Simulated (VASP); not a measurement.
Runs of VASP 6.6.1 on Ru. Symmetry: Im-3m, No. 229, cubic system. Conventional cell: a = 3.018 Å, b = 3.018 Å, c = 3.018 Å, α = 90.00°, β = 90.00°, γ = 90.00°. Around Ru (site symmetry m-3m) lie 8 Ru at 2.61 Å. This isn't the form of Ru at room conditions, which is hcp.

```csv
level,k mesh,cutoff (eV),smearing,gap on the mesh (eV),pressure (GPa)
PBEsol,20 × 20 × 20,700,gaussian 0.1 eV,none,0.1
PBEsol,20 × 20 × 20,900,gaussian 0.1 eV,none,0.1
r2SCAN,20 × 20 × 20,520,gaussian 0.1 eV,none,5.7
PBEsol,20 × 20 × 20,520,gaussian 0.5 eV,none,2.1
PBEsol,30 × 30 × 30,520,gaussian 0.1 eV,none,(a)
```

Alike in all rows: task single point; potentials or basis VASP PAW PBE potentials, release 64 (Ru_pv); no spin polarisation; cell as given.

Estimate the missing entries.

(a) -0.1.

Caveats: the PAW data sets were made with another functional, which shifts forces and pressure a little.

A k mesh can miss the band edges, and the runs leave out spin-orbit coupling on Ru.

A gap of «none» marks a metal or a gap under the smearing width.
